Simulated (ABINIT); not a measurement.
# GaAs (F-43m) in ABINIT: a series of runs

Aim: see how the results for GaAs move with the level of theory and the settings. Levels: LDA, RPBE, rPW86PBE. Tasks: band structure, equation of state.

Program: ABINIT 10.8.3 (patched build). These are calculated values, not measurements. Logs are shortened: lines on timing, memory, paths and dates and some standing lists are left out, and cuts for length are marked. The log counts tension as positive stress, the text compression.

**Experimental background.**

From “Evidence of valence band perturbations in GaAsN/GaAs(001): A combined variable-angle spectroscopic ellipsometry and modulated photoreflectance investigation”, 2008, arxiv:0805.2212, for a bulk crystal of GaAs at 300 K: band gap 1.412 ± 0.01 eV (direct); band gap 1.418 ± 0.005 eV (direct).

The results are compared with them further down.

## Step 1: The structure

The structure is cubic, space group F-43m (No. 216). Conventional cell: a = 5.654 Å, b = 5.654 Å, c = 5.654 Å, α = 90.00°, β = 90.00°, γ = 90.00°. Around As (site symmetry -43m) lie 4 Ga at 2.45 Å. Around Ga (site symmetry -43m) lie 4 As at 2.45 Å.

## Step 2: Band structure, LDA

The input, run.abi:

```
# Datasets: ground state, then fixed potential
ndtset 2

# Pseudopotentials
pp_dirpath "./"
pseudos "As.upf, Ga.upf"

# Structure
acell 3*1.0 Angstrom
rprim
     0.0000000000     2.8268500000     2.8268500000
     2.8268500000     0.0000000000     2.8268500000
     2.8268500000     2.8268500000     0.0000000000
ntypat 2
znucl 33 31
natom 2
typat 1 2
xcart
     8.0129584431     8.0129584431     8.0129584431
     0.0000000000     0.0000000000     0.0000000000

# Plane-wave basis
ecut 1088.455450 eV

# Exchange and correlation
ixc 7

# Bands and occupations
occopt 3
tsmear 0.05 eV

# SCF cycle
nstep 100

# Output
iomode 3
prtwf 0
prteig 0
prtebands 0
enunit 1
prtden1 1
prtvha1 1
prtvclmb1 1
prtpot1 1
prtelf1 1

# Dataset 1
kptopt1 1
ngkpt1 8 8 8
nshiftk1 1
shiftk1 0.0 0.0 0.0
nband1 18
tolvrs1 1.0e-10

# Dataset 2: bands along G-X-W-K-G-L-U-W-L-K
iscf2 -2
getden2 1
nband2 22
nbdbuf2 2
tolwfr2 1.0e-12
kptopt2 -9
ndivsm2 8
prteig2 1
kptbounds2
     0.0000000000     0.0000000000     0.0000000000
     0.5000000000     0.0000000000     0.5000000000
     0.5000000000     0.2500000000     0.7500000000
     0.3750000000     0.3750000000     0.7500000000
     0.0000000000     0.0000000000     0.0000000000
     0.5000000000     0.5000000000     0.5000000000
     0.6250000000     0.2500000000     0.6250000000
     0.5000000000     0.2500000000     0.7500000000
     0.5000000000     0.5000000000     0.5000000000
     0.3750000000     0.3750000000     0.7500000000
```

Potentials or basis: PseudoDojo NC SR LDA v0.4.1 standard.

Started as:

```
abinit run.abi > log 2>&1
```

run.abo:

```text
.Version 10.8.3 of ABINIT
 DATASET    1 : space group F-4 3 m (#216); Bravais cF (face-center cubic)
================================================================================
 Values of the parameters that define the memory need for DATASET  1.
     intxc =       0    ionmov =       0      iscf =       7    lmnmax =       6
     lnmax =       6     mgfft =      45  mpssoang =       3    mqgrid =    3001
     natom =       2  nloc_mem =       1    nspden =       1   nspinor =       1
    nsppol =       1      nsym =      24    n1xccc =    2501    ntypat =       2
    occopt =       3   xclevel =       1
       mpw =        3704          nfft =       91125          nkpt =          29
================================================================================
================================================================================

 DATASET    2 : space group F-4 3 m (#216); Bravais cF (face-center cubic)
================================================================================
 Values of the parameters that define the memory need for DATASET  2.
     intxc =       0    ionmov =       0      iscf =      -2    lmnmax =       6
     lnmax =       6     mgfft =      45  mpssoang =       3    mqgrid =    3001
     natom =       2  nloc_mem =       1    nspden =       1   nspinor =       1
    nsppol =       1      nsym =      24    n1xccc =    2501    ntypat =       2
    occopt =       3   xclevel =       1
       mpw =        3707          nfft =       91125          nkpt =         139
================================================================================
================================================================================

--------------------------------------------------------------------------------
------------- Echo of variables that govern the present computation ------------
--------------------------------------------------------------------------------
 -outvars: echo values of preprocessed input variables --------
            acell      1.8897261259E+00  1.8897261259E+00  1.8897261259E+00 Bohr
              amu      7.49215900E+01  6.97230000E+01
             ecut      4.00000000E+01 Hartree
           enunit           1
           getden1          0
           getden2          1
             iscf1          7
             iscf2         -2
                       outvar_i_n : Printing only first  50 k-points.
              ixc           7
           jdtset        1    2
                       outvar_i_n : Printing only first  50 k-points.
           kptopt1          1
           kptopt2         -9
         kptrlatt        8    0    0      0    8    0      0    0    8
          kptrlen1     6.04375174E+01
          kptrlen2     3.00000000E+01
            natom           2
            nband1         18
            nband2         22
           nbdbuf1          0
           nbdbuf2          2
           ndtset           2
           ndivsm1          0
           ndivsm2          8
            ngfft          45      45      45
             nkpt1         29
             nkpt2        139
            nstep         100
             nsym          24
           ntypat           2
           occopt           3
        prtebands           0
           prteig1          0
           prteig2          1
           prtelf1          1
           prtelf2          0
           prtpot1          1
           prtpot2          0
         prtvclmb1          1
         prtvclmb2          0
           prtvha1          1
           prtvha2          0
            prtwf           0
            rprim      0.0000000000E+00  2.8268500000E+00  2.8268500000E+00
                       2.8268500000E+00  0.0000000000E+00  2.8268500000E+00
                       2.8268500000E+00  2.8268500000E+00  0.0000000000E+00
           shiftk1     0.00000000E+00  0.00000000E+00  0.00000000E+00
           shiftk2     5.00000000E-01  5.00000000E-01  5.00000000E-01
          spgroup         216
           tolvrs1     1.00000000E-10
           tolvrs2     0.00000000E+00
           tolwfr1     0.00000000E+00
           tolwfr2     1.00000000E-12
           tsmear      1.83746611E-03 Hartree
            typat      1  2
                       outvars : Printing only first  50 k-points.
           xangst      4.2402749971E+00  4.2402749971E+00  4.2402749971E+00
                      -2.8753484538E-09 -2.8753484538E-09 -2.8753484538E-09
            xcart      8.0129584431E+00  8.0129584431E+00  8.0129584431E+00
                      -5.4336210943E-09 -5.4336210943E-09 -5.4336210943E-09
             xred      7.4999999949E-01  7.4999999949E-01  7.4999999949E-01
[... 202 lines left out ...]
 R(1)=  0.0000000  5.3419723  5.3419723  G(1)= -0.0935984  0.0935984  0.0935984
 R(2)=  5.3419723  0.0000000  5.3419723  G(2)=  0.0935984 -0.0935984  0.0935984
 R(3)=  5.3419723  5.3419723  0.0000000  G(3)=  0.0935984  0.0935984 -0.0935984
 Unit cell volume ucvol=  3.0488418E+02 bohr^3
 Angles (23,13,12)=  6.00000000E+01  6.00000000E+01  6.00000000E+01 degrees

 getcut: wavevector=  0.0000  0.0000  0.0000  ngfft=  45  45  45
         ecut(hartree)=     40.000   => boxcut(ratio)=   2.04570
--------------------------------------------------------------------------------

================================================================================
 Non-SCF case, kpt    1 (  0.00000  0.00000  0.00000), residuals and eigenvalues=
  3.06E-13  7.95E-13  2.26E-13  2.75E-13  8.84E-13  6.11E-13  7.53E-13  3.15E-13
  5.94E-13  1.84E-13  2.94E-13  2.21E-13  6.14E-13  8.65E-13  3.13E-13  6.13E-13
  7.27E-13  9.54E-13  5.00E-13  7.82E-13  9.52E-13  6.24E-13
 -1.1590E+00 -1.1590E+00 -1.1590E+00 -1.1586E+00 -1.1586E+00 -4.0859E-01
 -4.0859E-01 -4.0859E-01 -4.0571E-01 -4.0571E-01 -3.3066E-01  1.3919E-01
  1.3919E-01  1.3919E-01  1.4946E-01  2.7489E-01  2.7489E-01  2.7489E-01
  4.0944E-01  5.1504E-01  5.1504E-01  5.6077E-01
 Non-SCF case, kpt    2 (  0.02174  0.00000  0.02174), residuals and eigenvalues=
  1.97E-13  8.00E-13  4.54E-13  1.83E-13  5.84E-13  4.57E-13  1.99E-13  1.79E-13
  4.84E-13  4.93E-13  3.23E-13  7.38E-13  7.26E-13  5.44E-13  5.49E-13  2.99E-13
  8.62E-13  4.19E-13  8.28E-13  8.09E-13  7.54E-12  2.32E-05
 -1.1590E+00 -1.1590E+00 -1.1590E+00 -1.1586E+00 -1.1586E+00 -4.0861E-01
 -4.0858E-01 -4.0858E-01 -4.0571E-01 -4.0571E-01 -3.3039E-01  1.2909E-01
[... 1084 lines left out ...]
  7.01E-13  2.74E-13  3.45E-13  4.83E-13  3.61E-13  5.11E-13  3.48E-13  2.60E-13
  3.81E-13  3.28E-13  7.70E-13  4.77E-13  1.99E-09  2.44E-08
 -1.1590E+00 -1.1589E+00 -1.1589E+00 -1.1586E+00 -1.1586E+00 -4.1218E-01
 -4.0735E-01 -4.0708E-01 -4.0617E-01 -4.0551E-01 -2.4164E-01 -1.0538E-01
 -4.7453E-03  5.8393E-02  2.0983E-01  3.1801E-01  4.1669E-01  4.2488E-01
  4.4988E-01  5.2203E-01  6.5719E-01  6.9468E-01
 Non-SCF case, kpt  139 (  0.37500  0.37500  0.75000), residuals and eigenvalues=
  3.90E-13  1.78E-13  2.51E-13  3.14E-13  2.00E-13  4.23E-13  2.24E-13  4.12E-13
  6.51E-13  6.59E-13  5.22E-13  3.36E-13  6.41E-13  3.07E-13  8.02E-13  4.82E-13
  5.38E-13  3.83E-13  7.55E-13  6.24E-13  1.38E-08  3.56E-06
 -1.1590E+00 -1.1589E+00 -1.1589E+00 -1.1586E+00 -1.1586E+00 -4.1223E-01
 -4.0730E-01 -4.0704E-01 -4.0622E-01 -4.0548E-01 -2.4051E-01 -1.0667E-01
 -3.4399E-03  5.6051E-02  2.0756E-01  3.0644E-01  4.2677E-01  4.3325E-01
  4.5301E-01  5.2778E-01  6.5680E-01  7.0717E-01

--- !ResultsGS
iteration_state: {dtset: 2, }
comment   : Summary of ground state results
lattice_vectors:
- [  0.0000000,   5.3419723,   5.3419723, ]
- [  5.3419723,   0.0000000,   5.3419723, ]
- [  5.3419723,   5.3419723,   0.0000000, ]
lattice_lengths: [   7.55469,    7.55469,    7.55469, ]
lattice_angles: [ 60.000,  60.000,  60.000, ] # degrees, (23, 13, 12)
lattice_volume:   3.0488418E+02
convergence: {deltae:  0.000E+00, res2:  0.000E+00, residm:  9.996E-13, diffor:  0.000E+00, }
etotal    :  -1.82361958E+02
entropy   :   0.00000000E+00
fermie    :   1.45463043E-01
cartesian_stress_tensor: null
pressure_GPa: null
xred      :
- [  7.5000E-01,   7.5000E-01,   7.5000E-01, As]
- [ -5.0858E-10,  -5.0858E-10,  -5.0858E-10, Ga]
cartesian_forces: null
force_length_stats: {min: null, max: null, mean: null, }
...

 Integrated electronic density in atomic spheres:
 ------------------------------------------------
 Atom  Sphere_radius  Integrated_density
    1        2.00000         12.38513546
    2        2.00000         10.83788838
================================================================================

 ----iterations are completed or convergence reached----

 Mean square residual over all n,k,spin=   49.937E-14; max=  99.961E-14
 reduced coordinates (array xred) for    2 atoms
       0.749999999491      0.749999999491      0.749999999491
      -0.000000000509     -0.000000000509     -0.000000000509

 cartesian coordinates (angstrom) at end:
    1      4.24027499712465     4.24027499712465     4.24027499712465
    2     -0.00000000287535    -0.00000000287535    -0.00000000287535
 length scales=  1.889726125908  1.889726125908  1.889726125908 bohr
              =  1.000000000000  1.000000000000  1.000000000000 angstroms
 Eigenvalues (   eV  ) for nkpt= 139  k points:
 kpt#   1, nband= 22, wtk=  1.00000, kpt=  0.0000  0.0000  0.0000 (reduced coord)
 -31.53683  -31.53683  -31.53683  -31.52646  -31.52646  -11.11825  -11.11825  -11.11825
 -11.03993  -11.03993   -8.99784    3.78761    3.78761    3.78761    4.06715    7.48012
   7.48012    7.48012   11.14132   14.01505   14.01505   15.25922
 kpt#   2, nband= 22, wtk=  1.00000, kpt=  0.0217  0.0000  0.0217 (reduced coord)
 -31.53684  -31.53683  -31.53683  -31.52647  -31.52646  -11.11895  -11.11803  -11.11803
 -11.04002  -11.03988   -8.99039    3.51284    3.76188    3.76188    4.34088    7.44984
   7.51495    7.51495   11.18878   13.83943   14.02280   15.28209
 kpt#   3, nband= 22, wtk=  1.00000, kpt=  0.0435  0.0000  0.0435 (reduced coord)
 -31.53685  -31.53681  -31.53681  -31.52648  -31.52645  -11.12104  -11.11738  -11.11738
 -11.04026  -11.03971   -8.96810    3.13513    3.68770    3.68770    4.71467    7.36398
   7.61637    7.61637   11.32591   13.45736   14.04603   15.32476
 kpt#   4, nband= 22, wtk=  1.00000, kpt=  0.0652  0.0000  0.0652 (reduced coord)
 -31.53687  -31.53676  -31.53676  -31.52650  -31.52643  -11.12442  -11.11631  -11.11631
 -11.04069  -11.03943   -8.93109    2.75152    3.57293    3.57293    5.08878    7.23515
   7.77645    7.77645   11.53884   13.01697   14.08478   15.40614
 kpt#   5, nband= 22, wtk=  1.00000, kpt=  0.0870  0.0000  0.0870 (reduced coord)
[... 525 lines left out ...]
 -11.04957  -11.03549   -6.68878   -2.78831   -0.04920    1.74964    5.86438    9.15833
  10.63125   10.95079   12.45739   14.13675   17.19051   18.27317
 kpt# 137, nband= 22, wtk=  1.00000, kpt=  0.3929  0.3929  0.7143 (reduced coord)
 -31.53685  -31.53561  -31.53535  -31.52659  -31.52586  -11.21406  -11.08592  -11.07874
 -11.05110  -11.03499   -6.62534   -2.82565   -0.11625    1.66415    5.78298    8.94628
  10.95271   11.27539   12.32341   14.13594   17.66145   18.51504
 kpt# 138, nband= 22, wtk=  1.00000, kpt=  0.3839  0.3839  0.7321 (reduced coord)
 -31.53693  -31.53554  -31.53530  -31.52664  -31.52582  -11.21588  -11.08446  -11.07726
 -11.05250  -11.03439   -6.57532   -2.86750   -0.12913    1.58894    5.70970    8.65337
  11.33872   11.56164   12.24192   14.20515   17.88313   18.90323
 kpt# 139, nband= 22, wtk=  1.00000, kpt=  0.3750  0.3750  0.7500 (reduced coord)
 -31.53701  -31.53549  -31.53528  -31.52669  -31.52579  -11.21740  -11.08316  -11.07614
 -11.05377  -11.03372   -6.54448   -2.90255   -0.09360    1.52524    5.64813    8.33872
  11.61311   11.78939   12.32696   14.36155   17.87251   19.24321

== END DATASET(S) ==============================================================
================================================================================

 -outvars: echo values of variables after computation  --------
            acell      1.8897261259E+00  1.8897261259E+00  1.8897261259E+00 Bohr
           etotal1    -1.8236195787E+02
            fcart1    -1.2904583010E-26 -1.2903007840E-26  3.8710598690E-26
                       1.2904583010E-26  1.2903007840E-26 -3.8710598690E-26
            rprim      0.0000000000E+00  2.8268500000E+00  2.8268500000E+00
                       2.8268500000E+00  0.0000000000E+00  2.8268500000E+00
                       2.8268500000E+00  2.8268500000E+00  0.0000000000E+00
           strten1     7.1614446326E-05  7.1614446326E-05  7.1614446326E-05
                       0.0000000000E+00  0.0000000000E+00  0.0000000000E+00
           xangst      4.2402749971E+00  4.2402749971E+00  4.2402749971E+00
                      -2.8753484538E-09 -2.8753484538E-09 -2.8753484538E-09
             xred      7.4999999949E-01  7.4999999949E-01  7.4999999949E-01
                      -5.0857817957E-10 -5.0857817957E-10 -5.0857817957E-10
 Calculation completed.
```

Run time: 5.1 min. Hardware: 1 thread of Arm Neoverse V2, shared host; peak memory 0.24 GiB.

Results:

```
Free energy                                           : -4962.3217 eV
Pressure                                              : -2.1 GPa
Band gap on the k mesh                                : 0.28 eV, direct
Band gap along the path                               : 0.28 eV, direct
Valence electrons inside the program's atomic spheres : As 12.39; Ga 10.84
```

Levels at the corners of the path, in eV from the valence-band top:
```csv
point,band 11,band 12,band 13,band 14,band 15,band 16,band 17,band 18
Γ,-12.79,0.00,0.00,0.00,0.28,3.69,3.69,3.69
X,-10.30,-6.88,-2.68,-2.68,1.36,1.56,10.04,10.04
W,-10.24,-6.69,-3.55,-3.36,4.54,4.64,5.30,5.96
K,-10.33,-6.69,-3.88,-2.26,1.86,4.55,7.83,8.00
Γ,-12.79,0.00,0.00,0.00,0.28,3.69,3.69,3.69
L,-11.03,-6.69,-1.14,-1.14,0.85,4.60,4.60,7.59
U,-10.33,-6.69,-3.88,-2.26,1.86,4.55,7.83,8.00
W,-10.24,-6.69,-3.55,-3.36,4.54,4.64,5.30,5.96
L,-11.03,-6.69,-1.14,-1.14,0.85,4.60,4.60,7.59
K,-10.33,-6.69,-3.88,-2.26,1.86,4.55,7.83,8.00
```

[end of part 1 of 2]
